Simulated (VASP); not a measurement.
# Mg2Ge (Fm-3m) in VASP: a series of runs

One crystal, Mg2Ge, is run at these levels: PBE+D3(BJ); tasks: relaxation of cell and atoms, electrostatic potential.

Everything below comes from runs of VASP 6.6.1. Logs are shortened: lines on timing, memory, paths and dates and some standing lists are left out, and cuts for length are marked.

### 1 The structure

Symmetry: Fm-3m, No. 225, cubic system. Conventional cell: a = 6.370 Å, b = 6.370 Å, c = 6.370 Å, α = 90.00°, β = 90.00°, γ = 90.00°. Ge (site symmetry m-3m) has 8 Mg at 2.76 Å as nearest neighbours. Mg (site symmetry -43m) has 4 Ge at 2.76 Å as nearest neighbours.

The cell was built by a generator and needn't be a form met in nature.

### 2 Relaxation of cell and atoms, PBE+D3(BJ)

Input file INCAR:

```
PREC     = Accurate       # precision mode
ENCUT    = 600            # plane-wave cutoff, eV
EDIFF    = 1E-6           # SCF threshold, eV
ISMEAR   = 0              # smearing method
SIGMA    = 0.02           # smearing width, eV
LREAL    = F              # projectors in reciprocal space
LASPH    = T              # aspherical terms in the spheres
NELM     = 120            # most SCF steps
ALGO     = Fast           # electronic algorithm
ISIF     = 3              # what is computed and relaxed
LWAVE    = F              # write WAVECAR
LCHARG   = F              # write CHGCAR
GGA      = PE             # functional
IVDW     = 12             # dispersion correction
IBRION   = 2              # ionic algorithm
NSW      = 40             # ionic steps
EDIFFG   = -0.005         # ionic threshold
```

Input file KPOINTS:

```
regular mesh
0
Gamma
  10 10 10
```

Input file POSCAR:

```
Mg2Ge
1.0
    0.0000000000      3.1850000000      3.1850000000
    3.1850000000      0.0000000000      3.1850000000
    3.1850000000      3.1850000000      0.0000000000
Ge Mg
1 2
Direct
    0.0000000000      0.0000000000      0.0000000000
    0.2500000000      0.2500000000      0.2500000000
    0.7500000000      0.7500000000      0.7500000000
```

Potentials or basis: VASP PAW PBE potentials, release 64 (Ge_d, Mg).

Launch:

```sh
cat potpaw_PBE.64/Ge_d/POTCAR potpaw_PBE.64/Mg/POTCAR > POTCAR
mpirun -np 1 vasp_std > vasp.out
```

OUTCAR:

```text
PREC = Accurate
   ENCUT = 600
   EDIFF = 1E-6
   ISMEAR = 0
   LREAL = F
   LASPH = T
   NELM = 120
   ISIF = 3
   GGA = PE
   IVDW = 12
   IBRION = 2
   NSW = 40
   EDIFFG = -0.005
 IVDW          = 12

 ion  position               nearest neighbor table
   1  0.000  0.000  0.000-   3 2.76   3 2.76   3 2.76   2 2.76   2 2.76   2 2.76   3 2.76   2 2.76

   2  0.250  0.250  0.250-   1 2.76   1 2.76   1 2.76   1 2.76   3 3.19   3 3.19   3 3.19   3 3.19
                             3 3.19   3 3.19
   3  0.750  0.750  0.750-   1 2.76   1 2.76   1 2.76   1 2.76   2 3.19   2 3.19   2 3.19   2 3.19
                             2 3.19   2 3.19

  LATTYP: Found a face centered cubic cell.
 ALAT       =     6.3700000000

  Lattice vectors:

 A1 = (   0.0000000000,   3.1850000000,   3.1850000000)
 A2 = (   3.1850000000,   0.0000000000,   3.1850000000)
 A3 = (   3.1850000000,   3.1850000000,   0.0000000000)

Analysis of symmetry for initial positions (statically):
=====================================================================
 Subroutine PRICEL returns:
 Original cell was already a primitive cell.

 Routine SETGRP: Setting up the symmetry group for a
 face centered cubic supercell.

 Subroutine GETGRP returns: Found 48 space group operations
 (whereof 48 operations were pure point group operations)
 out of a pool of 48 trial point group operations.

The static configuration has the point symmetry O_h .

Analysis of symmetry for dynamics (positions and initial velocities):
=====================================================================
 Subroutine PRICEL returns:
 Original cell was already a primitive cell.

 Routine SETGRP: Setting up the symmetry group for a
 face centered cubic supercell.

 Subroutine GETGRP returns: Found 48 space group operations
 (whereof 48 operations were pure point group operations)
 out of a pool of 48 trial point group operations.

The dynamic configuration has the point symmetry O_h .

 Subroutine INISYM returns: Found 48 space group operations
 (whereof 48 operations are pure point group operations),
 and found     1 'primitive' translations

----------------------------------------------------------------------------------------

                                     Primitive cell

  volume of cell :      64.6187

  direct lattice vectors                    reciprocal lattice vectors
     0.000000000  3.185000000  3.185000000    -0.156985871  0.156985871  0.156985871
     3.185000000  0.000000000  3.185000000     0.156985871 -0.156985871  0.156985871
     3.185000000  3.185000000  0.000000000     0.156985871  0.156985871 -0.156985871

  length of vectors
     4.504270196  4.504270196  4.504270196     0.271907505  0.271907505  0.271907505

  position of ions in fractional coordinates (direct lattice)
     0.000000000  0.000000000  0.000000000
     0.250000000  0.250000000  0.250000000
     0.750000000  0.750000000  0.750000000

  ion indices of the primitive-cell ions
   primitive index   ion index
                 1           1
                 2           2
                 3           3

----------------------------------------------------------------------------------------

 KPOINTS: regular mesh

Automatic generation of k-mesh.
 Grid dimensions read from file:
 generate k-points for:   10   10   10

 Generating k-lattice:

  Cartesian coordinates                     Fractional coordinates (reciprocal lattice)
    -0.015698587  0.015698587  0.015698587     0.100000000  0.000000000  0.000000000
     0.015698587 -0.015698587  0.015698587     0.000000000  0.100000000  0.000000000
     0.015698587  0.015698587 -0.015698587     0.000000000  0.000000000  0.100000000

  Length of vectors
     0.027190751  0.027190751  0.027190751

  Shift w.r.t. Gamma in fractional coordinates (k-lattice)
     0.000000000  0.000000000  0.000000000

 Subroutine IBZKPT returns following result:
 ===========================================

 Found     47 irreducible k-points:

 Following reciprocal coordinates:
            Coordinates               Weight
  0.000000  0.000000  0.000000      1.000000
  0.100000  0.000000  0.000000      8.000000
  0.200000  0.000000  0.000000      8.000000
  0.300000  0.000000  0.000000      8.000000
  0.400000  0.000000  0.000000      8.000000
  0.500000  0.000000  0.000000      4.000000
[... 16 lines left out ...]
  0.300000  0.300000  0.000000      6.000000
  0.400000  0.300000  0.000000     24.000000
 [... further k-points ...]
   k-points           NKPTS =     47   k-points in BZ     NKDIM =     47   number of bands    NBANDS=     13
   number of dos      NEDOS =    301   number of ions     NIONS =      3
   total plane-waves  NPLWV =  46656
   dimension x,y,z NGX =    36 NGY =   36 NGZ =   36
   dimension x,y,z NGXF=    72 NGYF=   72 NGZF=   72
   ions per type =               1   2
   NGX,Y,Z   is equivalent  to a cutoff of  13.29, 13.29, 13.29 a.u.
   NGXF,Y,Z  is equivalent  to a cutoff of  26.57, 26.57, 26.57 a.u.
 SYSTEM =  unknown system
   PREC   = accura    normal or accurate (medium, high low for compatibility)
   ISTART =      0    job   : 0-new  1-cont  2-samecut
   ICHARG =      2    charge: 1-file 2-atom 10-const
   ISPIN  =      1    spin polarized calculation?
   LNONCOLLINEAR =      F non collinear calculations
   LSORBIT =      F    spin-orbit coupling
   LASPH  =      T    aspherical Exc in radial PAW
   ENCUT  =  600.0 eV  44.10 Ry    6.64 a.u.   9.00  9.00  9.00*2*pi/ulx,y,z
   NELM   =    120;   NELMIN=  2; NELMDL= -5     # of ELM steps
   EDIFF  = 0.1E-05   stopping-criterion for ELM
   LREAL  =      F    real-space projection
   EDIFFG = -.5E-02   stopping-criterion for IOM
   NSW    =     40    number of steps for IOM
   IBRION =      2    ionic relax: 0-MD 1-quasi-New 2-CG
   NFREE  =      1    steps in history (QN), initial steepest desc. (CG)
   ISIF   =      3    stress and relaxation
   ISYM   =      2    0-nonsym 1-usesym 2-fastsym
   POTIM  = 0.5000    time-step for ionic-motion
   TEBEG  =    0.0;   TEEND  =   0.0 temperature during run
   PSTRESS=    0.0 pullay stress
   NELECT =      18.0000    total number of electrons
   NUPDOWN=      -1.0000    fix difference up-down
   EMIN   =  10.00;   EMAX   =-10.00  energy-range for DOS
   EFERMI =   0.00;   METHOD = LEGACY
   ISMEAR =     0;   SIGMA  =   0.02  broadening in eV -4-tet -1-fermi 0-gaus
   EFERMI_NEDOS =   21; number of points for ismear=-14 and -15
   IALGO  =     68    algorithm
   IMIX   =      4    mixing-type and parameters
     AMIX     =   0.40;   BMIX     =  1.00
     AMIX_MAG =   1.60;   BMIX_MAG =  1.00
  volume/ion in A,a.u.               =      21.54       145.36
  Fermi-wavevector in a.u.,A,eV,Ry     =   1.069169  2.020436 15.553115  1.143122
  Thomas-Fermi vector in A             =   2.204840
   LORBIT       =      0    0 simple, 1 ext, 2 COOP (PROOUT), +10 PAW based schemes
   GGA     = PE    functional components
   LHFCALC =     F    Hartree Fock is set to
   AEXX    =    0.0000 exact exchange contribution
   IVDW    =    12    specifies the selected vdW correction
   LEPSILON=     F    determine dielectric tensor
   LRPA    =     F    only Hartree local field effects (RPA)
 conjugate gradient relaxation of ions
 non-spin polarized calculation
 RMM-DIIS sequential band-by-band and
 Gauss-broadening in eV      SIGMA  =   0.02
  energy-cutoff  :      600.00
  volume of cell :       64.62
 maximum number of plane-waves:      2182
   NGX = 17   NGY = 17   NGZ = 17

--------------------------------------- Ionic step        1  -------------------------------------------

 number of electron      18.0000008 magnetization

 Free energy of the ion-electron system (eV)
  ---------------------------------------------------
  ext. energy  EPLUGINS =         0.00000000
  ---------------------------------------------------
  free energy    TOTEN  =        -8.35714081 eV

  energy without entropy =       -8.35714081  energy(sigma->0) =       -8.35714081

------------------------ aborting loop because EDIFF is reached ----------------------------------------

 Edisp (eV)   -0.90017

 E8    (eV) :    -0.3957

  FORCE on cell =-STRESS in cart. coord.  units (eV):
  Direction    XX          YY          ZZ          XY          YZ          ZX
  --------------------------------------------------------------------------------------
  -------------------------------------------------------------------------------------
  Total      -0.52405    -0.52405    -0.52405     0.00000     0.00000    -0.00000
  in kB     -12.99346   -12.99346   -12.99346     0.00000     0.00000    -0.00000
  external pressure =      -12.99 kB  Pullay stress =        0.00 kB
[... 186 lines left out ...]
  energy  without entropy=       -9.2634679537  energy(sigma->0) =       -9.26346796

--------------------------------------- Ionic step        6  -------------------------------------------

 number of electron      17.9999995 magnetization

 Free energy of the ion-electron system (eV)
  ---------------------------------------------------
  ext. energy  EPLUGINS =         0.00000000
  ---------------------------------------------------
  free energy    TOTEN  =        -8.34001078 eV

  energy without entropy =       -8.34001077  energy(sigma->0) =       -8.34001077

 E-fermi :   3.7699     XC(G=0):  -9.1950

 val. band max:        3.7101358279   @ k =   0.0000   0.0000   0.0000
 cond. band min:       3.8296494008   @ k =   0.5000   0.5000   0.0000
 fundamental gap:      0.1195135729
 Fermi energy:         3.7698924407

 k-point     1 :       0.0000    0.0000    0.0000
  band No.  band energies     occupation
      1     -19.9723      2.00000
      2     -19.9723      2.00000
      3     -19.9723      2.00000
      4     -19.9528      2.00000
      5     -19.9528      2.00000
      6      -6.1678      2.00000
      7       3.7101      1.99998
      8       3.7101      1.99998
      9       3.7101      1.99998
     10       4.9244      0.00000
     11       6.5982      0.00000
     12       6.5982      0.00000
     13       6.5982      0.00000
[... 353 lines left out ...]
 k-point    24 :       0.4000    0.3000    0.0000
  band No.  band energies     occupation
      1     -19.9732      2.00000
      2     -19.9704      2.00000
      3     -19.9703      2.00000
      4     -19.9534      2.00000
      5     -19.9519      2.00000
      6      -4.9066      2.00000
      7      -0.1220      2.00000
      8       1.6103      2.00000
      9       1.9817      2.00000
     10       4.5686      0.00000
     11       5.1789      0.00000
     12       9.4353      0.00000
     13       9.6803      0.00000

 [... further k-points ...]

------------------------ aborting loop because EDIFF is reached ----------------------------------------

 Edisp (eV)   -0.92347

 E8    (eV) :    -0.4062

  FORCE on cell =-STRESS in cart. coord.  units (eV):
  Direction    XX          YY          ZZ          XY          YZ          ZX
  --------------------------------------------------------------------------------------
  -------------------------------------------------------------------------------------
  Total       0.01487     0.01487     0.01487     0.00000     0.00000    -0.00000
  in kB       0.37769     0.37769     0.37769     0.00000     0.00000    -0.00000
  external pressure =        0.38 kB  Pullay stress =        0.00 kB
[... 18 lines left out ...]
  FREE ENERGIE OF THE ION-ELECTRON SYSTEM (eV)
  ---------------------------------------------------
  free  energy   TOTEN  =        -9.2634771845 eV

  energy  without entropy=       -9.2634771755  energy(sigma->0) =       -9.26347718

 reached required accuracy - stopping structural energy minimisation
```

Wall time 90 s (1 thread of Intel Xeon Platinum 8488C (Sapphire Rapids), shared host); peak memory 0.26 GiB.

What came out:

| Property | Result |
| --- | --- |
| Free energy | -9.2635 eV |
| Relaxed volume | 21.03 Å³/atom |
| Relaxed cell | a = 4.469 Å, b = 4.469 Å, c = 4.469 Å, α = 60.00°, β = 60.00°, γ = 60.00° |
| Space group after relaxing (to 0.05 Å) | Fm-3m (No. 225) |
| Energy gained by relaxing | 2.1 meV/atom |
| Ionic steps | 6 |
| Pressure after relaxing | 0.0 GPa |
| Band gap on the k mesh | 0.12 eV, indirect (least direct gap 1.21 eV) |
| Dispersion energy per atom | -0.308 eV |

Step by step:
```
step  energy change (eV)  largest force (eV/Å)  pressure (GPa)  volume (Å³)
   1              0.0000                0.0000           -1.30        64.62
   2             -0.0061                0.0000            0.08        63.00
   3             -0.0062                0.0000           -0.10        63.09
   4             -0.0062                0.0000            0.09        63.04
   5             -0.0062                0.0000           -0.15        63.15
   6             -0.0062                0.0000            0.04        63.10
```

Final structure:
```
Ge Mg
1.0
     0.00000    3.15978    3.15978
     3.15978    0.00000    3.15978
     3.15978    3.15978    0.00000
Ge Mg
1 2
Direct
  0.00000 0.00000 0.00000
  0.25000 0.25000 0.25000
  0.75000 0.75000 0.75000
```

A k mesh can miss the band edges. PBE gaps usually lie below the measured ones, often by a third to a half.

### 3 Electrostatic potential, PBE+D3(BJ)

This run uses another cell than the first one, of 21.03 Å³/atom, 0.976 times its volume.

Input file INCAR:

```
PREC     = Accurate       # precision mode
ENCUT    = 520            # plane-wave cutoff, eV
EDIFF    = 1E-6           # SCF threshold, eV
ISMEAR   = 0              # smearing method
SIGMA    = 0.02           # smearing width, eV
LREAL    = False          # projectors in reciprocal space
LASPH    = True           # aspherical terms in the spheres
NELM     = 100            # most SCF steps
ALGO     = Fast           # electronic algorithm
ISIF     = 2              # what is computed and relaxed
LWAVE    = False          # write WAVECAR
LCHARG   = True           # write CHGCAR
GGA      = PE             # functional
IVDW     = 12             # dispersion correction
LVHAR    = True
```

KPOINTS is that of step 2.

Input file POSCAR:

```
Mg2Ge                                   
1.0
    0.0000000000      3.1597767467      3.1597767467
    3.1597767467      0.0000000000      3.1597767467
    3.1597767467      3.1597767467     -0.0000000000
  Ge              Mg            
     1     2
Direct
     0.0000000000000000    0.0000000000000000    0.0000000000000000
     0.2500000000000000    0.2500000000000000    0.2500000000000000
     0.7500000000000000    0.7500000000000000    0.7500000000000000
```

Potentials or basis: VASP PAW PBE potentials, release 64 (Ge_d, Mg).

Launch:

```sh
cat potpaw_PBE.64/Ge_d/POTCAR potpaw_PBE.64/Mg/POTCAR > POTCAR
mpirun -np 1 vasp_std > vasp.out
```

Run time: 29 s. Hardware: 1 thread of Intel Xeon Platinum 8488C (Sapphire Rapids), shared host; peak memory 0.23 GiB.

The run converged. Its results:

- Free energy: -9.2631 eV
- Pressure: -0.1 GPa
- Band gap on the k mesh: 0.12 eV, indirect (least direct gap 1.21 eV)
- Dispersion energy per atom: -0.308 eV

Levels at points of the mesh, in eV from the valence-band top:
| k point | band 6 | band 7 | band 8 | band 9 | band 10 | band 11 | band 12 | band 13 |
| --- | --- | --- | --- | --- | --- | --- | --- | --- |
| (0.00, 0.00, 0.00) | -9.88 | 0.00 | 0.00 | 0.00 | 1.21 | 2.89 | 2.89 | 2.89 |
| (0.50, 0.00, 0.00) | -8.59 | -4.95 | -0.75 | -0.75 | 1.14 | 2.80 | 2.80 | 4.91 |
| (0.50, 0.50, 0.00) | -8.11 | -4.60 | -2.05 | -2.05 | 0.12 | 0.62 | 8.07 | 8.07 |

A k mesh can miss the band edges.
